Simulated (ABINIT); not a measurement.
The system is SnSe2.

```
CELL_PARAMETERS angstrom
3.81100 0.00000 0.00000
-1.90550 3.30042 0.00000
0.00000 0.00000 6.13600
ATOMIC_POSITIONS crystal
Sn 0.00000 0.00000 0.00000
Se 0.66667 0.33333 0.75100
Se 0.33333 0.66667 0.24900
```

Base run:

| Quantity | Value |
| --- | --- |
| Program | ABINIT 10.8.3 (patched build) |
| Functional | SOGGA |
| Potentials or basis | JTH PAW PBE v2.0 |
| Cutoff | 408 eV |
| k mesh | 8 × 8 × 5 |
| Occupations | fermi-dirac, width 0.05 eV |
| Spin | no spin polarisation |

Its results: band gap on the k mesh 0.74 eV, indirect (least direct gap 1.03 eV); largest force 0.552 eV/Å.

Q: After a change of settings the same cell gave: band gap on the k mesh 0.86 eV, indirect (least direct gap 1.20 eV); largest force 0.820 eV/Å. Which change was it?
A. functional from SOGGA to LDA-Teter; potentials or basis from JTH PAW PBE v2.0 to JTH PAW LDA v2.0 sp; valence electrons from 26 to 16
B. functional from SOGGA to LDA-VWN; potentials or basis from JTH PAW PBE v2.0 to JTH PAW LDA v2.0
C. functional from SOGGA to revPBE

A: C.

Caveats: the PAW data sets were made with another functional, which shifts forces and pressure a little; spin-orbit coupling is left out, which moves the levels of the heavy elements; an odd mesh through Γ misses points on the zone boundary, where band edges often lie.

Runs at the PBE level aren't shown here.
